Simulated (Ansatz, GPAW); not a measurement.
# Nb: 3 runs at one level of theory

```
CELL_PARAMETERS angstrom
-1.66395 1.66395 1.66395
1.66395 -1.66395 1.66395
1.66395 1.66395 -1.66395
ATOMIC_POSITIONS crystal
Nb 0.00000 0.00000 0.00000
```

Alike in all runs: task single point; functional PBE; k mesh 11 × 11 × 11; occupations gaussian, width 0.017 eV; no spin polarisation; no spin-orbit coupling. Pressure is positive in compression and, in plane waves, holds the error of the finite cutoff, which Ansatz's Pulay term estimates and takes out.

```json
{"program and potentials": "Ansatz, Ansatz PAW", "plane-wave cutoff (eV)": "420", "notes": "Pulay term of +0.03 GPa included", "pressure (GPa)": "-1.74"}
{"program and potentials": "Ansatz, all-electron LAPW, scalar-relativistic", "plane-wave cutoff (eV)": "-", "notes": "-", "pressure (GPa)": "-1.75"}
{"program and potentials": "GPAW, GPAW PAW data sets (gpaw-data 1.2.1)", "plane-wave cutoff (eV)": "600", "notes": "-", "pressure (GPa)": "-2.51"}
```

The pressure spans -2.51 (GPAW, GPAW PAW data sets (gpaw-data 1.2.1)) to -1.74 GPa (Ansatz, Ansatz PAW), with all-electron results at -1.75.

Differences between rows come from potentials, basis sets and numerical settings, since the functional is the same but for its coding. Runs on potential files found faulty are left out.
